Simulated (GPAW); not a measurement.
Crystal: BeTe.

```
CELL_PARAMETERS angstrom
0.00000 2.77000 2.77000
2.77000 0.00000 2.77000
2.77000 2.77000 0.00000
ATOMIC_POSITIONS crystal
Te 0.75000 0.75000 0.75000
Be 0.00000 0.00000 0.00000
```

- Program: GPAW 26.7.0
- Task: relaxation of cell and atoms
- Functional: revPBE
- Potentials or basis: the program's PAW data sets (release 1.2.1) made for this functional
- Cutoff: 800 eV
- Basis: pw
- k mesh: 8 × 8 × 8
- Occupations: fermi-dirac, width 0.05 eV
- Spin: no spin polarisation

At the start: pressure 5.8 GPa; volume 21.25 Å³/atom.

Task: How do energy, volume and symmetry change on relaxing?

Result: Over 9 steps the energy falls by 33.6 meV/atom and the volume is 23.32 Å³/atom (+9.7 %); space group F-43m (No. 216, to 0.05 Å).

The path:
```csv
step,energy change (eV),largest force (eV/Å),pressure (GPa),volume (Å³)
1,0.0000,0.0000,5.80,42.51
2,-0.0165,0.0000,4.94,43.00
3,-0.0409,0.0000,3.44,43.93
4,-0.0608,0.0000,1.62,45.21
5,-0.0672,0.0000,-0.18,46.68
6,-0.0672,0.0000,-0.18,46.67
7,-0.0672,0.0000,-0.17,46.66
8,-0.0673,0.0000,-0.15,46.65
9,-0.0673,0.0000,-0.13,46.63
```

Final structure:
```xyz
2
Lattice="0.0000 2.8568 2.8568 2.8568 0.0000 2.8568 2.8568 2.8568 0.0000" Properties=species:S:1:pos:R:3 pbc="T T T"
Te    4.2852    4.2852    4.2852
Be    0.0000    0.0000    0.0000
```

Caveat: later steps reuse the first step's grids.
